## Eight questions on the stiffness of crystals

The bulk modulus $B$ tells how hard a solid resists being squeezed evenly from all sides. Semiconductors lie between some tens and some hundreds of GPa. At $B = 100$ GPa, a pressure of 1 GPa, ten thousand times that of the atmosphere, shrinks the volume by only about one per cent.

GPAW 26.7.0, revPBE with D3(BJ) dispersion, plane waves, for eight crystals, without spin polarisation or spin-orbit coupling; Fermi-Dirac smearing 0.05 eV. The computed bulk modulus belongs to the minimum of a curve fitted to energies at seven volumes, 94 to 106 % of the given cell. Of several measured values, the one nearest their median is listed.

```csv
formula,space group,volume of the given cell (Å³/atom),potentials or basis,wave cutoff (eV),k-mesh,computed bulk modulus (GPa),measured bulk modulus (GPa),range of the values found (GPa),"what was measured, and how",source,"computed over measured, less one (%)"
CdTe,F-43m,32.92,GPAW PAW data sets (gpaw data 1.2.1),600,6x6x6,41.5,42,one value,B0 of zincblende phase; high-pressure XRD; powder,arXiv:2306.14539 (2023),-1.2
PbS,Fm-3m,26.09,GPAW PAW data sets (gpaw data 1.2.1),600,6x6x6,55.9,51,one value,b0 from Birch-Murnaghan EOS fit; angle-dispersive powder XRD in DAC; powder,arXiv:cond-mat/0210013 (2002),9.6
Ge,Fd-3m,22.64,GPAW PAW data sets (gpaw data 1.2.1),600,8x8x8,64.1,75.8,one value,bulk modulus of bulk Ge; not stated; bulk crystal,arXiv:1908.00180 (2019),-15.4
ZnS,F-43m,19.73,GPAW PAW data sets (gpaw data 1.2.1),600,7x7x7,78.2,76.9,one value,B0; experimental value quoted from literature; bulk crystal,arXiv:0911.5022 (2009),1.7
BAs,F-43m,13.63,GPAW PAW data sets (gpaw data 1.2.1),800,8x8x8,143.2,148,one value,literature experimental value; not stated; bulk crystal,arXiv:1911.11281 (2019),-3.2
BP,F-43m,11.68,GPAW PAW data sets (gpaw data 1.2.1),800,10x10x10,175,174,173 to 179,"B0, Murnaghan EOS fit with V0 fixed at 93.45 A^3; XRD in diamond anvil cell; powder",arXiv:1505.05714 (2015),0.6
SiC,F-43m,10.35,GPAW PAW data sets (gpaw data 1.2.1),800,10x10x10,224.3,225,one value,bulk modulus B; quoted earlier experiment; bulk crystal,pmc:9505936 (2022),-0.3
C,Fd-3m,5.67,GPAW PAW data sets (gpaw data 1.2.1),800,10x10x10,441.1,442,441.8 to 444.8,B0 from ultrasound; ultrasonic measurement; bulk crystal,arXiv:cond-mat/0702656 (2007),-0.2
```

Each computed bulk modulus comes from the energies of one crystal at seven volumes, between 94 and 106 per cent of the volume of the given cell. A smooth curve through these energies has its minimum at the volume that the calculation itself prefers. The computed bulk modulus belongs to that minimum, and not to the given cell.

### 1. Which crystal is stiffest, and what goes with it?

Diamond (C) is the stiffest at 441 GPa and CdTe the softest at 41.5 GPa, a factor of about eleven. From row to row down the table the volume per atom falls and the stiffness rises, without exception.

The definition explains why the two are linked. With $E$ the energy per atom and $V$ the volume per atom,

$$B = V\,\frac{d^2E}{dV^2},$$

which has the unit of an energy per volume. If the energy per atom rises equally steeply with the relative change of volume in two crystals, the one with less volume per atom is stiffer.

### 2. Is the volume the whole story?

To find out, multiply $B$ by $V$ at the computed minimum. The product is the curvature of the energy with respect to the relative change of volume, in eV per atom. It measures how steeply the energy rises when the crystal is strained, with the size of the atoms divided out. It isn't the energy needed to pull the atoms apart.

Between CdTe and diamond this product grows only from 8.8 to 15.5 eV, a factor of 1.8. The volume changes by a factor of six, and the two factors together make up the eleven. Most of the range in stiffness is therefore a matter of how much space an atom takes.

The remaining factor has a pattern. CdTe, PbS, Ge and ZnS all lie near 9 eV, although their bonding runs from purely covalent to strongly polar. The two boron compounds lie near 12 eV, SiC at 14 eV, and diamond highest. The four crystals with the higher products all contain boron or carbon, elements of the second period.

Chemistry offers a reason. Boron and carbon have no p electrons in their cores, so their valence p orbitals lie close to the nucleus and overlap strongly at short distance. Such bonds are short and also stiff for their length. The numbers show the pattern, while this explanation of it rests on general knowledge of bonding.

### 3. What changes if one element is replaced?

Take BP and put arsenic in the place of phosphorus. Boron stays, so the product $BV$ should stay roughly the same, and the stiffness should fall as the volume grows. The computed volumes at the minimum are 11.30 Å³ per atom for BP and 13.40 Å³ for BAs. Starting from the 175 GPa of BP, the estimate is

$$B(\mathrm{BAs}) \approx 175\ \mathrm{GPa}\times\frac{11.30}{13.40} \approx 148\ \mathrm{GPa}.$$

The calculation gives 143 GPa, so the estimate is 3 per cent too high. It contains no adjusted constant, but it does need the volume of the new crystal.

The same step fails from diamond to germanium. The structure is the same and the volume grows by a factor of 4.1, which would leave about 108 GPa (441 divided by 4.1). The calculation gives 64 GPa. Here the second-period element itself has gone, and the stiffness of the bonds has gone with it. One success and one failure make no rule, but they show what the estimate leans on: the product $BV$ must stay nearly the same.

### 4. Do the errors follow the type of bonding?

Six of the eight computed values lie within 4 per cent of the measured ones. The exceptions are Ge, which comes out 15 per cent too soft, and PbS, which comes out 10 per cent too stiff.

It is tempting to blame covalent bonding for the first and the rocksalt structure for the second. Diamond speaks against the first idea: it has the same structure and the same kind of bond as germanium, yet it agrees with measurement. The second idea can't be tested, because PbS is the only rocksalt crystal here. The type of bonding alone doesn't sort these errors.

### 5. Does a good bulk modulus mean that the crystal is well described?

BP shows that it need not. Its computed bulk modulus is 175 GPa against a measured 174 GPa. The measurement also names a volume, 93.45 Å³ for the cubic cell of eight atoms, or 11.68 Å³ per atom. The computed minimum lies 3 per cent below that.

How stiff is the computed crystal at the measured volume, which is also that of the given cell? The same calculation gives pressures of $-2.31$ GPa at 98 per cent and $-8.48$ GPa at 102 per cent of this volume. The negative sign means that the crystal wants to contract. The bulk modulus is the drop in pressure divided by the relative change in volume:

$$B \approx \frac{-2.31-(-8.48)}{0.04}\ \mathrm{GPa} \approx 154\ \mathrm{GPa}.$$

At the true volume the computed crystal is thus 11 per cent softer than the measured one. It then contracts too far, and compression stiffens it again. Two errors of opposite effect leave a result that looks almost perfect.

BAs and ZnS behave in the same way: in their given cells, which as far as recalled lie close to the real volumes, they are 9 to 10 per cent too soft, and at their own minima they come within about 3 per cent. CdTe must be kept out of this comparison, because its given cell is some 3 per cent smaller than the real crystal, a rough recalled figure. A fair judgement of a method looks at volume and stiffness together.

### 6. What would change without the dispersion correction?

The D3 correction adds the weak attraction between atoms that the density functional itself misses. It depends on the positions of the atoms only, so in a fixed cell it can simply be subtracted. Its energies at neighbouring volumes yield its share of the pressure and of the bulk modulus.

The first effect is a pull inward. In the given cell of BP it amounts to 9 GPa. Without it, each of the eight crystals would push outward in its given cell, by 3 to 7 GPa, and would expand. Since an expanded crystal is softer, the correction stiffens the result by holding the atoms closer together.

The second effect runs the other way. An attraction fades as the atoms move apart, so its energy curve flattens with growing volume and bends downward. Such a curve takes stiffness away. In the given cell of BP the loss is 17 GPa, and without the correction the 154 GPa would become 171 GPa.

For BP the outcome can be told. The 171 GPa already lie below the 175 GPa of the full calculation, and the expansion would lower them further. Without the correction BP would come out softer. In the other seven crystals the fixed-cell value without D3 lies above the computed bulk modulus of the table, so the expansion has to be followed. Subtracting the D3 energy at all seven volumes does this. In ZnS, BAs, SiC and diamond the minimum without D3 still lies within the computed range, and there each crystal is softer than with D3. PbS, Ge and CdTe would expand beyond the range, but their stiffness falls steadily on the way, which points to the same outcome.

### 7. Why do germanium and lead sulfide stand out?

Germanium falls short of the measured value by 12 GPa at its own minimum, but by only 6 GPa in the given cell. About half of the deficit therefore goes with a computed volume that is too large. In this crystal the inward pull of D3 doesn't fully balance the outward push of the functional.

The electrons may add to the softness. Functionals of this type are known to make band gaps too small, and here the gap of germanium closes near the computed minimum, while the real crystal keeps a gap. A closing gap can change how the energy responds to volume. The fitted curve holds a possible sign of this: under pressure the bulk modulus of germanium grows by 6.0 GPa per GPa, against 3.7 to 4.9 in the other rows. How much of the deficit comes from the closing gap can't be told from a single k-mesh.

The D3 part lowers the stiffness in the fixed cell: without it the given cell would have 80 GPa, above the measured 76 GPa. This doesn't make D3 the cause of the deficit. Without it the crystal would expand, and it is expected to end up softer still, as in question 6.

In PbS the excess is 5 GPa at the computed minimum and 3 GPa in the given cell, so part of it goes with a slightly small volume. The reference matters as well. It is a single measurement of 51 GPa, and other published values are, as far as recalled, higher. Spin-orbit coupling, which is strong in lead, was left out, and its effect on the stiffness was not tested.

### 8. Which digits can be trusted?

The table prints four digits for diamond, but the physics doesn't support them. The computed values describe atoms at rest, whereas real atoms vibrate even at absolute zero. The vibration expands the crystal slightly and lowers its bulk modulus, in light and hard crystals typically by a few per cent. An agreement of 0.2 per cent for diamond is finer than this missing effect.

The measurements have a spread of their own. For BP the values found run from 173 to 179 GPa, which is wider than the gap between theory and the listed value. Most other rows rest on a single measurement. The wave cutoffs and k-meshes also differ between rows, and no test shows how far the results would move with finer ones.

The first digit is safe in most rows, and the second is a good guide. The order of crystals as different as ZnS, BP and diamond is beyond doubt, while a difference of a few per cent between two similar crystals is not. Germanium shows that an error of 15 per cent is possible. The rows are also a selection that leaves out failed runs and poor matches to measured values, so larger errors can't be excluded for other crystals.
